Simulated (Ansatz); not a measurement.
TaN:

```
CELL_PARAMETERS angstrom
0.00000 2.21132 2.21132
2.21132 0.00000 2.21132
2.21132 2.21132 0.00000
ATOMIC_POSITIONS crystal
Ta 0.50000 0.50000 0.50000
N 0.00000 0.00000 0.00000
```

The cell comes from a database or a generator and needn't be the stable form of this composition.

Base run:

```yaml
Program: Ansatz 0.2.0
Functional: PBEsol
Potentials_or_basis: Ansatz PAW
Cutoff: "420 eV (not typed: the program's choice for these potentials)"
k_mesh: 7 × 7 × 7
Occupations: fermi-dirac, width 0.05 eV
Spin: spin-orbit coupling, no magnetisation
```

Its results: band gap on the k mesh none (metal or under the smearing width); pressure -10.9 GPa.

Task: The run is repeated on the same cell with these changes: functional from PBEsol to LDA. What comes out?

Result: Band gap on the k mesh none (metal or under the smearing width); pressure -17.2 GPa.

LDA binds more tightly than PBEsol, so the same cell stands under less pressure.

Caveats: the PAW data sets come from PBE, with cores solved anew for the run's functional, which leaves a small shift of forces and pressure; so large a pressure means that the cell lies far from this level's equilibrium, or that cutoff or potentials fall short (some runs).
